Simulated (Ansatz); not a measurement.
# Hf (Fm-3m) in Ansatz: settings compared, part 2 of 2

Ansatz 0.2.0. Earlier steps stand in the parts before.

### Step 4. Relaxation of cell and atoms, LDA

Contents of input.yaml:

```yaml
crystal:
  lattice:
    - [0.0, 2.22, 2.22]
    - [2.22, 0.0, 2.22]
    - [2.22, 2.22, 0.0]
  atoms:
    - { symbol: Hf, position: [0.0, 0.0, 0.0] }
hamiltonian:
  xc: lda
  pseudopotentials: { kind: paw }
kpoints:
  mp_grid: { grid: [10, 10, 10] }
scf:
  occupations: { method: fermi_dirac, width: 0.05 }
output:
  forces: true
  stress: true
  eigenvalues: true
  write_density: true
  write_potential: true
  elf: true
  volumetric_format: npy
relax:
  f_tol: 0.01
  max_steps: 40
  cell: { stress_tol: 0.05 }
```

Potentials or basis: Ansatz PAW.

Run with:

```
> ansatz run input.yaml --threads 2 --pin off --max-ram 5632MiB --backend cpu --events-out ev --progress --plain --runs-dir out
```

What it wrote:

```text
Warning: RAYON_NUM_THREADS=2 ignored (pool sized by the plan → 2); use --threads N
Engine: ansatz 0.2.0, aarch64-unknown-linux-gnu
Pseudopotentials: kind: paw
Pseudopotential: Hf, paw, valence charge 26, recommended cutoff 420 eV (normal), Hf.paw.azcp
Functional definition: SPW92
  exchange = slater_x
  correlation = pw_c
Crystal: 1 atoms, lattice volume = 21.882 Å³
Basis set: ecut = 420 eV, 411 PW (Γ)
Bands: 17, of which v1, the nominal top of the filled ones, is band 13 counted from 1 (12 counted from 0)
Symmetry: 48 space group operations
Space group: Fm-3m (ITA 225), of the structure as read, at distance tolerance 2.8e-5 Å
k-points: 47 of 1000
Non-local potential: Hf, projectors of the file, l = 0: 3, l = 1: 2, l = 2: 2, l = 3: 3
PAW form: soft (Blöchl's): semilocal exchange-correlation on the pseudo side does not see the compensation charge
PAW frozen core: Hf, regenerated for the run's functional, and the local potential with it (the file was generated under x = pbe(κ = 0.804, μ = 0.2195149727645171), c = pbe(β = 0.06672455060314922))
PAW one-centre angular grid: Hf, 590 points (default); XC on 64 Gauss nodes
Initial density: superposition of atomic densities (neutral atoms: chi_scale 0, normalization atom), corrected by the library's trained network
Initial wavefunctions: pseudopotential atomic-orbital guess
Functional: x = slater, c = lda
SCF iter   1: F=—  HF=-15476.781017 eV  |F-HF|=—  |Δ(HF+E_count)|=         —  Δρ=4.21e-3  dr2=1.85e-3  ethr=1.77e-3  ⟨swp⟩=5.1  Hψ=3403  notcnv=0
preconditioner: auto → none  [metal: Δε(μ)=0.087 eV  Ē_g=18.562 eV  σ=0.050 eV  W_gap=0.36  n_scr=8 (ndim 8)  ℏωp=38.9 eV  f_vac=0.000  D(μ)=1.22/eV (n_scr^D=14)  sad-step TF]
SCF iter   2: F=—  HF=-15476.780737 eV  |F-HF|=—  |Δ(HF+E_count)|=   2.80e-4  Δρ=2.61e-3  dr2=7.87e-4  ethr=7.13e-6  ⟨swp⟩=2.0  Hψ=1555  notcnv=0
SCF iter   3: F=—  HF=-15476.780698 eV  |F-HF|=—  |Δ(HF+E_count)|=   3.91e-5  Δρ=9.33e-4  dr2=8.66e-5  ethr=3.03e-6  ⟨swp⟩=2.0  Hψ=1157  notcnv=0
SCF iter   4: F=—  HF=-15476.780702 eV  |F-HF|=—  |Δ(HF+E_count)|=   4.31e-6  Δρ=4.89e-5  dr2=1.43e-7  ethr=3.33e-7  ⟨swp⟩=2.8  Hψ=1376  notcnv=0
iter 5 did not close the SCF: its close was put off for the readings that it lacked (scf_convergence_deferred on its scf_iter line)
SCF iter   5: F=-15476.780702 eV  HF=-15476.780702 eV  |F-HF|=2.01e-8  |Δ(HF+E_count)|=   4.58e-7  Δρ=1.17e-5  dr2=9.83e-9  ethr=5.52e-10  ⟨swp⟩=3.1  Hψ=1674  notcnv=0
SCF iter   6: F=-15476.780702 eV  HF=-15476.780702 eV  |F-HF|=5.17e-10  |Δ(HF+E_count)|=   6.76e-9  Δρ=2.02e-6  dr2=5.77e-10  ethr=3.78e-11  ⟨swp⟩=5.2  Hψ=4723  notcnv=0
SCF 1 converged in 6 iterations: F = -15476.780702 eV  dr2 = 5.77e-10
relax step   1: F+E_penalty+E_count = -15476.78070188 eV  Δ(F+E_penalty+E_count) = +0.000e0 eV  max|allowed force component| = 0.000e0 eV/Å  Δτ_max = 0.0000 Å  P = -5.737 GPa  Ω = 21.882 Å³  (6 SCF iters, dr2 threshold 1.00e-7 eV, accepted)
Crystal: 1 atoms, lattice volume = 19.415 Å³
Basis set: ecut = 420 eV, 339 PW (Γ)
Initial density: handed on by an earlier stage of this run
Initial wavefunctions: those handed on with the density
iter 1 solved again at ethr=3.24e-6 eV; its pass at ethr=3.10e-3 eV (dr2=8.44e-4 eV) is discarded
SCF iter   1: F=—  HF=-15476.766715 eV  |F-HF|=—  |Δ(HF+E_count)|=         —  Δρ=3.36e-3  dr2=9.68e-4  ethr=3.24e-6  ⟨swp⟩=2.2  Hψ=4898  notcnv=0
preconditioner: auto → none  [metal: Δε(μ)=0.033 eV  Ē_g=18.749 eV  σ=0.050 eV  W_gap=0.16  n_scr=8 (ndim 8)  ℏωp=41.3 eV  f_vac=0.000  D(μ)=1.54/eV (n_scr^D=14)]
SCF iter   2: F=—  HF=-15476.766112 eV  |F-HF|=—  |Δ(HF+E_count)|=   6.04e-4  Δρ=9.42e-4  dr2=8.36e-5  ethr=3.24e-6  ⟨swp⟩=2.0  Hψ=1426  notcnv=0
[... 23 lines left out ...]
SCF iter   2: F=—  HF=-15476.801747 eV  |F-HF|=—  |Δ(HF+E_count)|=   7.06e-7  Δρ=3.20e-5  dr2=1.02e-7  ethr=6.69e-10  ⟨swp⟩=3.0  Hψ=1766  notcnv=0
SCF iter   3: F=—  HF=-15476.801747 eV  |F-HF|=—  |Δ(HF+E_count)|=   3.65e-8  Δρ=1.74e-5  dr2=1.47e-8  ethr=2.35e-10  ⟨swp⟩=7.8  Hψ=4776  notcnv=0
SCF iter   4: F=-15476.801747 eV  HF=-15476.801747 eV  |F-HF|=2.98e-10  |Δ(HF+E_count)|=   4.48e-8  Δρ=3.02e-6  dr2=5.65e-10  ethr=3.45e-11  ⟨swp⟩=7.0  Hψ=4424  notcnv=0
SCF 4 converged in 4 iterations: F = -15476.801747 eV  dr2 = 5.65e-10
relax step   4: F+E_penalty+E_count = -15476.80174673 eV  Δ(F+E_penalty+E_count) = -1.370e-4 eV  max|allowed force component| = 0.000e0 eV/Å  Δτ_max = 0.0000 Å  P = +0.031 GPa  Ω = 20.759 Å³  energy of the carried Pulay correction = +2.303e-4 eV  (4 SCF iters, dr2 threshold 1.00e-7 eV, accepted)
Initial wavefunctions: pseudopotential atomic-orbital guess (no wavefunctions were taken with the density)
iter 1 solved again at ethr=2.56e-9 eV; its pass at ethr=3.10e-3 eV (dr2=6.65e-7 eV) is discarded
SCF iter   1: F=—  HF=-15476.801520 eV  |F-HF|=—  |Δ(HF+E_count)|=         —  Δρ=6.23e-5  dr2=1.03e-7  ethr=2.56e-9  ⟨swp⟩=3.6  Hψ=5940  notcnv=0
preconditioner: auto → none  [metal: Δε(μ)=0.044 eV  Ē_g=18.654 eV  σ=0.050 eV  W_gap=0.21  n_scr=8 (ndim 8)  ℏωp=39.9 eV  f_vac=0.000  D(μ)=1.29/eV (n_scr^D=14)]
SCF iter   2: F=—  HF=-15476.801520 eV  |F-HF|=—  |Δ(HF+E_count)|=   3.62e-7  Δρ=3.75e-5  dr2=1.19e-7  ethr=3.96e-10  ⟨swp⟩=3.0  Hψ=1601  notcnv=0
SCF iter   3: F=—  HF=-15476.801520 eV  |F-HF|=—  |Δ(HF+E_count)|=   4.93e-8  Δρ=1.87e-5  dr2=1.05e-8  ethr=3.96e-10  ⟨swp⟩=2.0  Hψ=1405  notcnv=0
SCF iter   4: F=—  HF=-15476.801520 eV  |F-HF|=—  |Δ(HF+E_count)|=   5.25e-9  Δρ=5.30e-6  dr2=8.04e-10  ethr=4.06e-11  ⟨swp⟩=2.0  Hψ=1210  notcnv=0
SCF iter   5: F=-15476.801520 eV  HF=-15476.801520 eV  |F-HF|=7.28e-12  |Δ(HF+E_count)|=  8.40e-10  Δρ=3.82e-7  dr2=3.91e-12  ethr=1.00e-12  ⟨swp⟩=4.6  Hψ=3958  notcnv=0
SCF 5 converged in 5 iterations: F = -15476.801520 eV  dr2 = 3.91e-12
relax step   5: F+E_penalty+E_count = -15476.80151959 eV  Δ(F+E_penalty+E_count) = +2.271e-4 eV  max|allowed force component| = 0.000e0 eV/Å  Δτ_max = 0.0000 Å  P = +0.028 GPa  Ω = 20.759 Å³  stress off target by 2.78e-2 GPa  SCF on the basis re-selected at this cell (its energy is not comparable with the rows above)  (5 SCF iters)
basis re-selected at this cell: Δ(F+E_penalty+E_count) = +2.271e-4 eV, ΔP = -0.003 GPa vs the last step (what re-selecting the basis moved, of the pressure what is left beyond the Pulay correction that the steps carried, after the strain that the cell walked since its last selection, with what the two solves' SCF thresholds leave and, on support functions, any second-order correction that the steps lacked; it is no measure of the basis error at this ecutwfc). This SCF's stress stands 2.78e-2 GPa from its target on what of the cell is left free (relax.cell.stress_tol is 5.00e-2 GPa) and its largest allowed force component is 0.00e0 eV/Å (relax.f_tol is 1.00e-2 eV/Å): within both
SCF converged after 5 iterations
Free energy (F): -15476.801520 eV
Harris-Foulkes:  -15476.801520 eV  (|F-HF|=7.28e-12)
Internal energy: -15476.790653 eV  (E = F + TS)
E sigma→0 (E₀):  -15476.796086 eV
Entropy (-TS):   -0.010866 eV (-10.866 meV/atom)
Fermi energy:    21.078897 eV
--- Per-component energies (eV) ---
  E_band       = 74.607485
  E_kinetic    = 427.830553
  E_local      = -4883.809219  (includes V_loc(G=0)·N_el)
  E_nonlocal   = -1232.557833
  E_hartree    = 2309.312930
  E_xc         = -298.579915
  E_vxc        = -267.854217  (∫ρ·V_xc dr)
  E_paw        = -6686.519002  (= ΣΔE_a)
  E_vpaw       = 1412.372400  (= ΣTr[D̂ρ^β])
  E_aug_tail   = -0.000001  (compensation charges beyond the density's cutoff)
  E_ewald      = -5114.925409
  E_core_change = 2.457243  (= ΣΔE_core)
  E_smearing   = -0.010866  (= −TS)
  E_closure    = 0.000000  (closes the sum)
  Σ components = -15476.801520   (vs F -15476.801520, Δ=0.00e0)
--- Forces (eV/Å), atoms counted from 1 ---
  atom   1  Hf    -0.00000000     0.00000000    -0.00000000
  max |Σ_I F_I| component: 3.29e-31 eV/Å
--- Stress (GPa, compression-positive) ---
        0.027765       0.000000       0.000000
        0.000000       0.027765       0.000000
        0.000000       0.000000       0.027765
  P = ⅓ Tr σ = 0.0278 GPa (0.278 kbar)
--- Band table (eV; the first three rows and the last of 47) ---
  k-point 0: bands = ["-40.4714", "-8.6624", "-8.6624", "-8.6624", "9.5215", "9.5516", "9.5516", "9.5516", "9.6418", "9.6418", "9.6418", "13.6499", "22.4201", "22.4201", "22.4201", "25.4413", "25.4413"]
  k-point 1: bands = ["-40.4631", "-8.7702", "-8.6758", "-8.6758", "9.5275", "9.5502", "9.5563", "9.5563", "9.6332", "9.6332", "9.6422", "14.0284", "22.0721", "22.5959", "22.5959", "25.2599", "25.2599"]
  k-point 2: bands = ["-40.4411", "-9.0440", "-8.7106", "-8.7106", "9.5346", "9.5561", "9.5680", "9.5680", "9.6126", "9.6126", "9.6430", "15.0389", "21.4046", "22.8464", "22.8464", "25.1753", "25.1753"]
  k-point 46: bands = ["-40.3541", "-9.4413", "-9.2544", "-9.0531", "9.5599", "9.5670", "9.5685", "9.5895", "9.5939", "9.5952", "9.6233", "18.8612", "19.9779", "21.4685", "24.0826", "28.5273", "30.8743"]
--- Relaxed structure (4 steps of the walk, 3 accepted, 1 SCFs on fresh bases) ---
  F+E_penalty+E_count = -15476.80151959 eV   max|allowed force component| = 0.000e0 eV/Å   (the final SCF, on the basis selected at the relaxed cell)
  cell:  # Å, volume = 20.7590 Å³
    - [5.095372032895595e-35, 2.1813506070367357, 2.1813506070367357]
    - [2.1813506070367357, 2.547686016447795e-34, 2.1813506070367357]
    - [2.1813506070367357, 2.1813506070367357, 4.585834829606032e-34]
  atoms:
    - { symbol: Hf, position: [0.0, 0.0, 0.0] }
```

rho_z.tsv:

```text
# z_ang	rho[e/angstrom^3]
# format = ansatz-planar-average/11
# lattice	0.000000000	2.181350607	2.181350607
# lattice	2.181350607	0.000000000	2.181350607
# lattice	2.181350607	2.181350607	0.000000000
# sites	1
# site	72	0.000000000	0.000000000	0.000000000
0.000000	3.314310e0
0.128537	3.168254e0
0.257075	2.770031e0
0.385612	2.221979e0
0.514149	1.646514e0
0.642687	1.142414e0
[... 16 lines left out ...]
2.827821	2.770031e0
2.956358	3.168254e0
```

v_z.tsv:

```text
# z_ang	v_es[eV]	v_tot[eV]
# format = ansatz-planar-average/11
# xc	lda
# density_cutoff_ev	1680
# datasets	Hf=:simpson_from_first_knot:soft:shift=-2083067
# lattice	0.000000000	2.181350607	2.181350607
# lattice	2.181350607	0.000000000	2.181350607
# lattice	2.181350607	2.181350607	0.000000000
# sites	1
# site	72	0.000000000	0.000000000	0.000000000
0.000000	6.631740e0	-8.716391e0
0.128537	6.782192e0	-8.409747e0
0.257075	7.253346e0	-7.500085e0
0.385612	8.093307e0	-6.018733e0
0.514149	9.353004e0	-4.016449e0
0.642687	1.103347e1	-1.580935e0
[... 16 lines left out ...]
2.827821	7.253346e0	-7.500085e0
2.956358	6.782192e0	-8.409747e0
```

Wall time 3.2 s (2 threads of Arm Neoverse V2, shared host); peak memory 0.29 GiB.

What came out:

```yaml
Free_energy: -15476.8015 eV
Relaxed_volume: 20.76 Å³/atom
Relaxed_cell: a = 3.085 Å, b = 3.085 Å, c = 3.085 Å, α = 60.00°, β = 60.00°, γ = 60.00°
Space_group_after_relaxing_to_0.05_Å: Fm-3m (No. 225)
Energy_gained_by_relaxing: 20.8 meV/atom
Ionic_steps: 4
Pressure_after_relaxing: 0.0 GPa
Band_gap_on_the_k_mesh: none (metal or under the smearing width)
```

Step by step:
```csv
step,energy change (eV),largest force (eV/Å),volume (Å³)
1,0.0000,0.0000,21.88
2,-0.0209,0.0000,20.85
3,-0.0210,0.0000,20.76
4,-0.0208,0.0000,20.76
```

Final structure:
```
CELL_PARAMETERS angstrom
0.00000 2.18135 2.18135
2.18135 0.00000 2.18135
2.18135 2.18135 0.00000
ATOMIC_POSITIONS crystal
Hf 0.00000 0.00000 0.00000
```

Caveat: the plane-wave basis is chosen anew once the cell has moved, so the energies of steps on either side of that aren't comparable; the PAW data sets come from PBE, with cores solved anew for the run's functional, which leaves a small shift of forces and pressure. LDA usually gives volumes a few per cent too small.

### Step 5. Relaxation of cell and atoms, PBEsol

Edit input.yaml of step 4 so:

```diff
@@ -8,3 +8,3 @@
 hamiltonian:
-  xc: lda
+  xc: pbesol
   pseudopotentials: { kind: paw }
@@ -18,6 +18,2 @@
   eigenvalues: true
-  write_density: true
-  write_potential: true
-  elf: true
-  volumetric_format: npy
 relax:
```

Run with:

```
> ansatz run input.yaml --threads 2 --pin off --max-ram 5632MiB --backend cpu --events-out ev --progress --plain --runs-dir out
```

It took 2.6 s on 2 threads of Arm Neoverse V2, shared host; peak memory 0.29 GiB.

It converged, with:

```yaml
Free_energy: -15597.9640 eV
Relaxed_volume: 21.55 Å³/atom
Relaxed_cell: a = 3.124 Å, b = 3.124 Å, c = 3.124 Å, α = 60.00°, β = 60.00°, γ = 60.00°
Space_group_after_relaxing_to_0.05_Å: Fm-3m (No. 225)
Energy_gained_by_relaxing: 1.8 meV/atom
Ionic_steps: 3
Pressure_after_relaxing: 0.0 GPa
Band_gap_on_the_k_mesh: none (metal or under the smearing width)
```

Step by step:
| step | energy change (eV) | largest force (eV/Å) | volume (Å³) |
| --- | --- | --- | --- |
| 1 | 0.0000 | 0.0000 | 21.88 |
| 2 | -0.0019 | 0.0000 | 21.55 |
| 3 | -0.0018 | 0.0000 | 21.55 |

Final structure:
```cif
data_structure
_symmetry_space_group_name_H-M 'P 1'
_symmetry_Int_Tables_number 1
_cell_length_a 3.1237
_cell_length_b 3.1237
_cell_length_c 3.1237
_cell_angle_alpha 60.000
_cell_angle_beta 60.000
_cell_angle_gamma 60.000
_cell_volume 21.55
loop_
_atom_site_label
_atom_site_type_symbol
_atom_site_fract_x
_atom_site_fract_y
_atom_site_fract_z
_atom_site_occupancy
Hf1 Hf 0.00000 0.00000 0.00000 1
```

Levels at points of the mesh, in eV from the Fermi level:
```tsv
k point	band 11	band 12	band 13	band 14	band 15	band 16
(0.00, 0.00, 0.00)	-11.46	-7.35	1.38	1.38	1.38	4.30
(0.00, 0.00, -0.50)	-11.46	-3.77	0.72	1.14	1.14	6.54
(0.00, -0.50, -0.50)	-11.48	-3.44	-2.29	2.73	6.55	7.21
```

Caveat: the plane-wave basis is chosen anew once the cell has moved, so the energies of steps on either side of that aren't comparable; the PAW data sets come from PBE, with cores solved anew for the run's functional, which leaves a small shift of forces and pressure.

### Step 6. Overview

| task | level | cell | smearing | gap on the mesh (eV) | pressure (GPa) | relaxed volume (Å³/atom) |
| --- | --- | --- | --- | --- | --- | --- |
| single point | PBE | as given | gaussian 0.011 eV | none | 2.9 | - |
| relaxation of cell and atoms | PBE | relaxed | fermi-dirac 0.05 eV | none | 0.0 | 22.52 |
| relaxation of cell and atoms | LDA | relaxed | fermi-dirac 0.05 eV | none | 0.0 | 20.76 |
| relaxation of cell and atoms | PBEsol | relaxed | fermi-dirac 0.05 eV | none | 0.0 | 21.55 |

Alike in all rows: potentials or basis Ansatz PAW; no spin polarisation; k mesh 10 × 10 × 10; cutoff (eV) 420.

Caveats: the plane-wave basis is chosen anew once the cell has moved, so the energies of steps on either side of that aren't comparable (some runs); the PAW data sets come from PBE, with cores solved anew for the run's functional, which leaves a small shift of forces and pressure (some runs).

Absolute energies hang on the potentials; compare differences alone.
